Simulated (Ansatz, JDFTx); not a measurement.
This is a calculation of WS2 for Ansatz 0.2.0. Measurements of this composition are mostly on another form, of space group No. 194.

File input.yaml:

```yaml
crystal:
  lattice:
    - [1.579, 0.9116360751, 6.1633333333]
    - [-1.579, 0.9116360751, 6.1633333333]
    - [0.0, -1.8232721501, 6.1633333333]
  atoms:
    - { symbol: S, position: [0.419, 0.4190000001, 0.419] }
    - { symbol: W, position: [0.0, 0.0, 0.0] }
    - { symbol: S, position: [0.2497, 0.2497, 0.2497] }
hamiltonian:
  xc: lda
  pseudopotentials: { kind: paw }
kpoints:
  mp_grid: { grid: [10, 10, 10] }
scf:
  occupations: { method: gaussian, width: 0.1 }
output:
  forces: true
  stress: true
  eigenvalues: true
  write_density: true
  write_potential: true
  elf: true
  volumetric_format: npy
```

Potentials or basis: Ansatz PAW.

Run with:

```console
$ ansatz run input.yaml --threads 1 --pin off --max-ram 3584MiB --backend cpu --events-out ev --progress --plain --runs-dir out
```

What does the same run look like in JDFTx 1.7.0 (patched build)? Potentials or basis there: PseudoDojo-SR-LDA-0.4.1-standard with smoothed tails, cutoff 952 eV.

As run (cutoffs and basis follow the program's own potentials, and thresholds, step limits or extra output files can differ):

File WS2.in:

```
include WS2.lattice
coords-type Lattice
include WS2.ionpos

ion-species pseudo/S.upf
ion-species pseudo/W.upf
elec-cutoff 35 280
elec-ex-corr lda-PW
kpoint-folding 10 10 10
elec-smearing Gauss 0.0018374661
elec-n-bands 19
electronic-SCF nIterations 100 energyDiffThreshold 1e-09
electronic-minimize nIterations 30 energyDiffThreshold 1e-7
converge-empty-states yes
forces-output-coords Cartesian

dump-name run.$VAR
dump End Ecomponents EigStats BandEigs Kpoints Forces Stress ElecDensity Dtot KEdensity
```

WS2.lattice

```
lattice \
    2.9838775508    -2.9838775508     0.0000000000 \
    1.7227425073     1.7227425073    -3.4454850143 \
   11.6470120147    11.6470120147    11.6470120147
```

The input WS2.ionpos:

```
ion S      0.4190000000     0.4190000001     0.4190000000 1
ion S      0.2497000000     0.2497000000     0.2497000000 1
ion W      0.0000000000     0.0000000000     0.0000000000 1
```

Potentials or basis: PseudoDojo-SR-LDA-0.4.1-standard with smoothed tails.

The run is started by

```console
$ jdftx -c 1 -i WS2.in -o WS2.out
```

Both were run:

|  | Ansatz | JDFTx |
| --- | --- | --- |
| Pressure | -3.7 GPa | -4.0 GPa |
| Largest force | 0.585 eV/Å | 0.596 eV/Å |

Ansatz's pressure holds a Pulay term of +0.02 GPa for its cutoff of 420 eV, which the other run lacks.

Ansatz's potentials were made for PBE.

Where Ansatz's input types no cutoff or centring, it takes its own default and a Γ-centred mesh.

The two programs' LDA may be different fits to the electron gas.

Pressure is positive in compression.
